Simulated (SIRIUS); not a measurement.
# Pt (P-1) in SIRIUS: notebook, part 2 of 2

SIRIUS 7.12.0.

## Step 5: Single point, RPBE

File sirius.json:

```json
{
  "control": {
    "processing_unit": "cpu",
    "std_evp_solver_name": "lapack",
    "gen_evp_solver_name": "lapack",
    "verbosity": 2,
    "print_forces": true,
    "ortho_rf": true,
    "use_second_variation": true,
    "rmt_max": 3.0,
    "num_bands_to_print": 24,
    "save_wf": true
  },
  "parameters": {
    "electronic_structure_method": "full_potential_lapwlo",
    "xc_functionals": ["XC_GGA_X_RPBE", "XC_GGA_C_PBE"],
    "core_relativity": "dirac",
    "valence_relativity": "iora",
    "num_fv_states": 24,
    "smearing": "fermi_dirac",
    "smearing_width": 0.0018374661,
    "pw_cutoff": 20,
    "gk_cutoff": 3.64,
    "lmax_apw": 11,
    "lmax_rho": 8,
    "lmax_pot": 8,
    "num_mag_dims": 0,
    "auto_rmt": 0,
    "ngridk": [12, 12, 12],
    "shiftk": [0, 0, 0],
    "num_dft_iter": 80,
    "energy_tol": 1e-07,
    "density_tol": 1e-05,
    "use_symmetry": true
  },
  "settings": {"tol_ne": 1e-10},
  "iterative_solver": {"type": "exact"},
  "mixer": {"type": "anderson", "beta": 0.5, "max_history": 8},
  "unit_cell": {
    "lattice_vectors": [
      [-2.9898725179, 2.9951818736, 2.9945645],
      [3.0290707101, -2.9853507246, 3.0239315432],
      [2.9621123467, 2.9575905533, -2.9847333511]
    ],
    "atom_types": ["Pt"],
    "atom_files": {"Pt": "Pt.json"},
    "atoms": {"Pt": [[0.0, 0.0, 0.0]]}
  }
}
```

File Pt.json:

```json
{
  "name": "platinum",
  "symbol": "Pt",
  "number": 78,
  "mass": 195.084,
  "rmin": 1e-06,
  "rmt": 2.53,
  "nrmt": 800,
  "rinf": 13.69,
  "core": "1s2s2p3s3p3d4s4p4d",
  "valence": [
    {"basis": [{"enu": 0.16, "dme": 0, "n": 0, "auto": 0}, {"enu": 0.16, "dme": 1, "n": 0, "auto": 0}]},
    {"l": 0, "n": 1, "basis": [{"enu": 0.26, "dme": 0, "n": 0, "auto": 0}]},
    {"l": 1, "n": 2, "basis": [{"enu": 0.26, "dme": 0, "n": 0, "auto": 0}]},
    {"l": 2, "n": 3, "basis": [{"enu": 0.26, "dme": 0, "n": 0, "auto": 0}]},
    {"l": 3, "n": 4, "basis": [{"enu": 0.26, "dme": 0, "n": 0, "auto": 0}]},
    {"l": 4, "n": 5, "basis": [{"enu": 0.26, "dme": 0, "n": 0, "auto": 0}]}
  ],
  "lo": [
    {"l": 0, "basis": [{"enu": 0.26, "dme": 0, "n": 0, "auto": 0}, {"enu": 0.26, "dme": 1, "n": 0, "auto": 0}]},
    {
      "l": 0,
      "basis": [{"enu": -3.2587, "dme": 0, "n": 5, "auto": 1}, {"enu": -3.2587, "dme": 1, "n": 5, "auto": 1}]
    },
    {
      "l": 0,
      "basis": [{"enu": -3.2587, "dme": 1, "n": 5, "auto": 1}, {"enu": 0.26, "dme": 0, "n": 0, "auto": 0}]
    },
    {"l": 0, "basis": [{"enu": 0.26, "dme": 0, "n": 0, "auto": 0}, {"enu": 2.7596, "dme": 0, "n": 0, "auto": 0}]},
    {"l": 1, "basis": [{"enu": 0.26, "dme": 0, "n": 0, "auto": 0}, {"enu": 0.26, "dme": 1, "n": 0, "auto": 0}]},
    {
      "l": 1,
      "basis": [{"enu": -1.5842, "dme": 0, "n": 5, "auto": 1}, {"enu": -1.5842, "dme": 1, "n": 5, "auto": 1}]
    },
    {
      "l": 1,
      "basis": [{"enu": -1.5842, "dme": 1, "n": 5, "auto": 1}, {"enu": 0.26, "dme": 0, "n": 0, "auto": 0}]
    },
    {"l": 1, "basis": [{"enu": 0.26, "dme": 0, "n": 0, "auto": 0}, {"enu": 3.1346, "dme": 0, "n": 0, "auto": 0}]},
    {"l": 2, "basis": [{"enu": 0.26, "dme": 0, "n": 0, "auto": 0}, {"enu": 0.26, "dme": 1, "n": 0, "auto": 0}]},
    {"l": 2, "basis": [{"enu": 0.26, "dme": 1, "n": 0, "auto": 0}, {"enu": 0.26, "dme": 2, "n": 0, "auto": 0}]},
    {"l": 2, "basis": [{"enu": 0.26, "dme": 0, "n": 0, "auto": 0}, {"enu": 2.6972, "dme": 0, "n": 0, "auto": 0}]},
    {"l": 3, "basis": [{"enu": 0.26, "dme": 0, "n": 0, "auto": 0}, {"enu": 0.26, "dme": 1, "n": 0, "auto": 0}]},
    {
      "l": 3,
      "basis": [{"enu": -2.1256, "dme": 0, "n": 4, "auto": 1}, {"enu": -2.1256, "dme": 1, "n": 4, "auto": 1}]
    },
    {
      "l": 3,
      "basis": [{"enu": -2.1256, "dme": 1, "n": 4, "auto": 1}, {"enu": 0.26, "dme": 0, "n": 0, "auto": 0}]
    },
    {"l": 3, "basis": [{"enu": 0.26, "dme": 0, "n": 0, "auto": 0}, {"enu": 3.8845, "dme": 0, "n": 0, "auto": 0}]},
    {"l": 4, "basis": [{"enu": 0.26, "dme": 0, "n": 0, "auto": 0}, {"enu": 0.26, "dme": 1, "n": 0, "auto": 0}]},
    {"l": 4, "basis": [{"enu": 0.26, "dme": 0, "n": 0, "auto": 0}, {"enu": 3.2596, "dme": 0, "n": 0, "auto": 0}]}
  ],
  "free_atom": [... radial grid and density of the free atom, the start of the SCF ...]
}
```

File sirius_start.json:

```json
{
  "control": {
    "processing_unit": "cpu",
    "std_evp_solver_name": "lapack",
    "gen_evp_solver_name": "lapack",
    "verbosity": 1,
    "print_forces": false,
    "ortho_rf": true,
    "use_second_variation": true,
    "rmt_max": 3.0,
    "num_bands_to_print": 24,
    "save_wf": false
  },
  "parameters": {
    "electronic_structure_method": "full_potential_lapwlo",
    "xc_functionals": ["XC_LDA_X", "XC_LDA_C_PW"],
    "core_relativity": "dirac",
    "valence_relativity": "iora",
    "num_fv_states": 24,
    "smearing": "fermi_dirac",
    "smearing_width": 0.0055123983,
    "pw_cutoff": 20,
    "gk_cutoff": 2.91,
    "lmax_apw": 11,
    "lmax_rho": 8,
    "lmax_pot": 8,
    "num_mag_dims": 0,
    "auto_rmt": 0,
    "ngridk": [5, 5, 5],
    "shiftk": [0, 0, 0],
    "num_dft_iter": 30,
    "energy_tol": 0.01,
    "density_tol": 0.05,
    "use_symmetry": true
  },
  "settings": {"tol_ne": 1e-10},
  "iterative_solver": {"type": "exact"},
  "mixer": {"type": "anderson", "beta": 0.5, "max_history": 8},
  "unit_cell": {
    "lattice_vectors": [
      [-2.9898725179, 2.9951818736, 2.9945645],
      [3.0290707101, -2.9853507246, 3.0239315432],
      [2.9621123467, 2.9575905533, -2.9847333511]
    ],
    "atom_types": ["Pt"],
    "atom_files": {"Pt": "Pt.json"},
    "atoms": {"Pt": [[0.0, 0.0, 0.0]]}
  }
}
```

Potentials or basis: all-electron FP-LAPW, apw+lo standard.

Command:

```bash
> OMP_NUM_THREADS=1 sirius.scf --input=sirius_start.json --output=start.json
> OMP_NUM_THREADS=1 sirius.scf --input=sirius.json --output=output.json --task=1
```

Log:

```text
[info] SIRIUS version : 7.12.0
[info] number of MPI ranks           : 1
[info] MPI grid                      : 1 1
[info] maximum number of OMP threads : 1
[fft] FFT context for density and potential
[fft] =====================================
[fft]   plane wave cutoff                     : 20
[fft]   grid size                             : 36 36 36   total : 46656
[fft]   grid limits                           : -17 18   -17 18   -17 18
[fft]   number of G-vectors within the cutoff : 14529
[fft]   number of G-shells                    : 7265
[fft] FFT context for coarse grid
[fft] =====================================
[fft]   plane wave cutoff                     : 7.28
[fft]   grid size                             : 15 15 15   total : 3375
[fft]   grid limits                           : -7 7   -7 7   -7 7
[fft]   number of G-vectors within the cutoff : 681
[fft]   number of G-shells                    : 341
[unit cell] lattice vectors
[unit cell]   a1 :      -2.9898725179      2.9951818736      2.9945645000
[unit cell]   a2 :       3.0290707101     -2.9853507246      3.0239315432
[unit cell]   a3 :       2.9621123467      2.9575905533     -2.9847333511
[... 1177 lines left out ...]
[find] Total energy                   :  -18447.22441850 (Ha),  -36894.44883700 (Ry)
[... 25 lines left out ...]
[find] valence_eval_sum               :     -41.58316938
[find] core_eval_sum                  :  -11287.61830101
[find] kinetic energy                 :   21108.41088878
[find] enuc                           :  -23212.84491457
[find] <rho|V^{XC}>                   :    -467.65237309
[find] <rho|E^{XC}>                   :    -357.81037713
[find] <mag|B^{XC}>                   :       0.00000000
[find] <rho|V^{H}>                    :  -31969.95998608
[find] smearing (-TS)                 :      -0.00023050
[find] SCF correction                 :       0.00000041
[find] Total energy                   :  -18447.22439555 (Ha),  -36894.44879111 (Ry)
[find] Free energy (E-TS)             :  -18447.22462605 (Ha),  -36894.44925210 (Ry)
[find] band gap (eV)                  :       0.00000000
[find] Efermi                         :       0.38947622
[find] iteration : 10, RMS (target) : 1.8722e-06 (1.0000e-05) , energy difference (target) : -1.9521e-08 (1.0000e-07)
[find] converged after 11 SCF iterations!
[find] Charges and magnetic moments
[find] --------------------------------------------------------------------------------
[find] atom      charge    core leakage
[find] --------------------------------------------------------------------------------
[find]    0   76.573116    5.351751e-08
[find] total core leakage    : 5.35175082e-08
[find] interstitial charge   : 1.426881
[find] total charge          : 77.999997
[find] Energy
[find] --------------------------------------------------------------------------------
[find] valence_eval_sum               :     -41.58316938
[find] core_eval_sum                  :  -11287.61830101
[find] kinetic energy                 :   21108.41088878
[find] enuc                           :  -23212.84491457
[find] <rho|V^{XC}>                   :    -467.65237309
[find] <rho|E^{XC}>                   :    -357.81037713
[find] <mag|B^{XC}>                   :       0.00000000
[find] <rho|V^{H}>                    :  -31969.95998608
[find] smearing (-TS)                 :      -0.00023050
[find] SCF correction                 :       0.00000041
[find] Total energy                   :  -18447.22439555 (Ha),  -36894.44879111 (Ry)
[find] Free energy (E-TS)             :  -18447.22462605 (Ha),  -36894.44925210 (Ry)
[find] band gap (eV)                  :       0.00000000
[find] Efermi                         :       0.38947622
[ground_state]
[ground_state] ==== total Forces in Ha/bohr =====
[ground_state] atom:    0, force:       0.0000000      0.0000000      0.0000000
[ground_state] ==== contribution from density =====
[ground_state] atom:    0, force:       0.0000000      0.0000000      0.0000000
[ground_state] ==== contribution from Hartree potential =====
[ground_state] atom:    0, force:       0.0000000      0.0000000      0.0000000
[ground_state] ==== contribution from IBS =====
[ground_state] atom:    0, force:       0.0000000      0.0000000      0.0000000
```

start_output:

```text
[find] Total energy                   :  -18436.47480663 (Ha),  -36872.94961326 (Ry)
[find] band gap (eV)                  :       0.00000000
[find] Efermi                         :       0.50947714
[find] iteration : 0, RMS (target) : 1.8755e+01 (5.0000e-02) , energy difference (target) : -1.8436e+04 (1.0000e-02)
[find] Total energy                   :  -18436.41693836 (Ha),  -36872.83387673 (Ry)
[find] band gap (eV)                  :       0.00000000
[find] Efermi                         :       0.41960619
[find] iteration : 1, RMS (target) : 9.0170e+00 (5.0000e-02) , energy difference (target) : 5.7868e-02 (1.0000e-02)
[find] Total energy                   :  -18436.41924874 (Ha),  -36872.83849748 (Ry)
[find] band gap (eV)                  :       0.00000000
[find] Efermi                         :       0.34333094
[find] iteration : 2, RMS (target) : 2.0695e-01 (5.0000e-02) , energy difference (target) : -2.3104e-03 (1.0000e-02)
[find] Total energy                   :  -18436.41944644 (Ha),  -36872.83889289 (Ry)
[find] band gap (eV)                  :       0.00000000
[find] Efermi                         :       0.34664628
[find] iteration : 3, RMS (target) : 6.7395e-02 (5.0000e-02) , energy difference (target) : -1.9771e-04 (1.0000e-02)
[find] Total energy                   :  -18436.41968317 (Ha),  -36872.83936635 (Ry)
[find] band gap (eV)                  :       0.00000000
[find] Efermi                         :       0.34284496
[find] iteration : 4, RMS (target) : 1.2947e-02 (5.0000e-02) , energy difference (target) : -2.3673e-04 (1.0000e-02)
[find] converged after 5 SCF iterations!
[find] Total energy                   :  -18436.41968317 (Ha),  -36872.83936635 (Ry)
[find] band gap (eV)                  :       0.00000000
[find] Efermi                         :       0.34284496
```

Wall time 3.3 min (1 thread of Arm Neoverse V2, shared host); peak memory 1.4 GiB.

Results:

```yaml
Free_energy: -501974.5545 eV
Band_gap_on_the_k_mesh: none (metal or under the smearing width)
All_electrons_inside_the_program's_atomic_spheres: Pt 76.57 (radii Pt 2.53 bohr)
```

Levels at points of the mesh, in eV from the Fermi level:
```tsv
k point	band 14	band 15	band 16	band 17	band 18	band 19
(0.00, 0.00, 0.00)	-3.38	-3.26	-0.98	-0.88	16.93	17.16
(0.50, 0.00, 0.00)	-1.09	-0.58	0.34	1.09	6.30	13.30
(0.00, 0.50, 0.00)	-1.12	-0.58	0.23	1.04	6.13	13.46
(0.50, 0.50, 0.00)	-1.02	-0.54	0.33	1.08	6.27	13.30
(0.00, 0.00, 0.50)	-1.08	-0.63	0.46	1.15	6.50	13.20
(0.50, 0.00, 0.50)	-1.21	-0.70	0.41	1.15	6.45	13.30
(0.00, 0.50, 0.50)	-1.12	-0.62	0.39	1.11	6.39	13.29
(0.50, 0.50, 0.50)	0.49	0.57	0.70	7.60	7.73	7.93
```

## Step 6: Single point, BLYP

sirius.json, as its differences from that of step 5:

```diff
@@ -15,3 +15,3 @@
     "electronic_structure_method": "full_potential_lapwlo",
-    "xc_functionals": ["XC_GGA_X_RPBE", "XC_GGA_C_PBE"],
+    "xc_functionals": ["XC_GGA_X_B88", "XC_GGA_C_LYP"],
     "core_relativity": "dirac",
```

Pt.json is that of step 5.

sirius_start.json is that of step 5.

Potentials or basis: all-electron FP-LAPW, apw+lo standard.

Command:

```bash
> OMP_NUM_THREADS=1 sirius.scf --input=sirius_start.json --output=start.json
> OMP_NUM_THREADS=1 sirius.scf --input=sirius.json --output=output.json --task=1
```

Run time: 2.5 min. Hardware: 1 thread of Arm Neoverse V2, shared host; peak memory 1.3 GiB.

The run converged. Its results:

| Property | Result |
| --- | --- |
| Free energy | -501987.2619 eV |
| Band gap on the k mesh | none (metal or under the smearing width) |
| All electrons inside the program's atomic spheres | Pt 76.61 (radii Pt 2.53 bohr) |

Levels at points of the mesh, in eV from the Fermi level:
| k point | band 14 | band 15 | band 16 | band 17 | band 18 | band 19 |
| --- | --- | --- | --- | --- | --- | --- |
| (0.00, 0.00, 0.00) | -3.40 | -3.28 | -0.99 | -0.89 | 17.23 | 17.46 |
| (0.50, 0.00, 0.00) | -1.11 | -0.61 | 0.59 | 1.08 | 6.24 | 13.56 |
| (0.00, 0.50, 0.00) | -1.14 | -0.60 | 0.48 | 1.03 | 6.06 | 13.72 |
| (0.50, 0.50, 0.00) | -1.04 | -0.57 | 0.57 | 1.06 | 6.20 | 13.56 |
| (0.00, 0.00, 0.50) | -1.11 | -0.65 | 0.70 | 1.14 | 6.44 | 13.46 |
| (0.50, 0.00, 0.50) | -1.24 | -0.73 | 0.66 | 1.14 | 6.39 | 13.58 |
| (0.00, 0.50, 0.50) | -1.14 | -0.64 | 0.63 | 1.10 | 6.33 | 13.56 |
| (0.50, 0.50, 0.50) | 0.47 | 0.56 | 0.69 | 7.72 | 7.85 | 8.04 |

## Step 7: Overview

| level | gap on the mesh (eV) |
| --- | --- |
| PBE | none |
| PW91 | none |
| revPBE | none |
| RPBE | none |
| BLYP | none |

Alike in all rows: task single point; potentials or basis all-electron FP-LAPW, apw+lo standard; no spin polarisation; cell as given; k mesh 12 × 12 × 12; cutoff (eV) 180; smearing fermi-dirac 0.05 eV.

Every run on the cell as given and a fine mesh finds a metal.

Compare energies only between runs with the same functional and basis.
